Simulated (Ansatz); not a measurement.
# BaSr3Ti4O12: pressure against volume

BaSr3Ti4O12, P4/mmm, a = 3.929 Å, c = 15.716 Å. The structure is a Materials Project entry; whether it is the stable form wasn't checked. Ansatz: r2SCAN, PAW, 500 eV, Γ-centred 8×8×2 mesh on 20 atoms, Gaussian smearing 0.02 eV; no spin polarisation. Shape and atoms are relaxed at each volume; pressure is positive in compression.

| V (Å³/atom) | P (GPa) |
| --- | --- |
| 10.675 | 31.59 |
| 11.039 | 21.67 |
| 11.403 | ? |
| 11.767 | 6.10 |
| 12.131 | 0.02 |
| 12.495 | -5.15 |
| 12.859 | -9.55 |
| 13.344 | -14.40 |

Task: Take V0 = 12.131 Å³/atom, count pressures from its P0 = 0.02 GPa, fit the third-order Birch–Murnaghan form to the other rows, and predict the missing pressure.

Result: With the Eulerian strain f = ½[(V0/V)^(2/3) − 1] and y = (P − P0)/[3f(1 + 2f)^(5/2)], the form is the line y = B0 + 1.5 B0 (B0′ − 4) f. Rows (f, y): 0.04449, 191.1; 0.03245, 190.0; 0.01026, 187.8; -0.00976, 185.5; -0.01905, 184.5; -0.03078, 183.0. Means f = 0.004602, y = 186.98; Σ(Δf)² = 0.004416, ΣΔfΔy = 0.4738; the slope is their ratio. y = 186.5 + 107.3 f GPa, so B0 = 186.5 GPa and B0′ = 4 + 2 × (107.3)/(3 × 186.5) = 4.38. At V = 11.403, f = 0.02106, y = 188.76 and P = 13.24 GPa. The run gave 13.26 GPa, so the fit is 0.02 GPa too low, within twice the rms miss on the fitted rows (0.01 GPa).

Cost: 8 runs of about 110 core-minutes in all, on Intel Xeon Processor @ 2.50GHz (Skylake/Cascade Lake) (shared hosts).

The resistance to compression rises steadily as the cell shrinks, and one smooth equation of state covers both the compressed and the expanded side. In a perovskite titanate with untilted octahedra, volume can be lost only by shortening the Ti–O bonds, so the stiffness comes mainly from the steep short-range repulsion within the Ti–O framework, with the larger Ba and Sr ions adding their own closed-shell repulsion against oxygen. The bulk modulus of 186.5 GPa lies somewhat above the measured values for cubic SrTiO3 and BaTiO3, probably in part because a static lattice lacks thermal softening.

The good prediction at the missing volume is an interpolation: it shows that the curve is smooth there, not that the fit holds at higher pressure. Nor does the smoothness rule out structural instabilities. Octahedral tilts that double the in-plane cell cannot appear in this one, and a polar displacement, which expansion favours in titanates, may stay hidden if the relaxation kept the starting symmetry. Either distortion could make the real crystal more compliant.
